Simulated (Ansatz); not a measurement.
## Field gradients along an isostructural series (Pnma)

All values are calculated (Ansatz; DFT, PBE, plane waves and PAW, scalar-relativistic, 420 eV cutoff), not measured. The cells come from the COD and the Materials Project (computed, not necessarily observed phases), with the atoms relaxed (PBE, cell held). Spin–orbit coupling is left out, which moves gradients at and beside heavy atoms (Pb) by some per cent and at some sites by far more. All compounds take space group Pnma with the same Wyckoff sites and nearly the same cell shape, and differ in the element M (Ge, Sn, Pb). Sites are named by their Wyckoff letter. V_zz in 10²¹ V/m².

```csv
M,compound,source,cell edges (Å),first shell of S on c,S on c: V_zz (η),M on c: V_zz (η)
Ge,GeS,"COD, relaxed","10.481, 3.646, 4.299",3 Ge at 2.45–2.46 Å; also 3 Ge at 3.25–3.26 Å,-5.19 (0.04),-7.47 (0.35)
Sn,SnS,"COD, relaxed","11.320, 4.050, 4.242",3 Sn at 2.64–2.70 Å; also 2 Sn at 3.22 Å,?,?
Pb,PbS,"MP, relaxed","12.028, 4.225, 4.275",6 Pb at 3.00–3.01 Å,0.19 (0.96),-0.36 (0.17)
```

Task: Estimate the values withheld for SnS.

Result: S on c: -2.86 (0.08); Sn on c: -11.20 (0.30). Where η is near 1 the sign of V_zz means little.

In SnS, PbS small gradients can still move by 0.1 or more with the k-mesh.
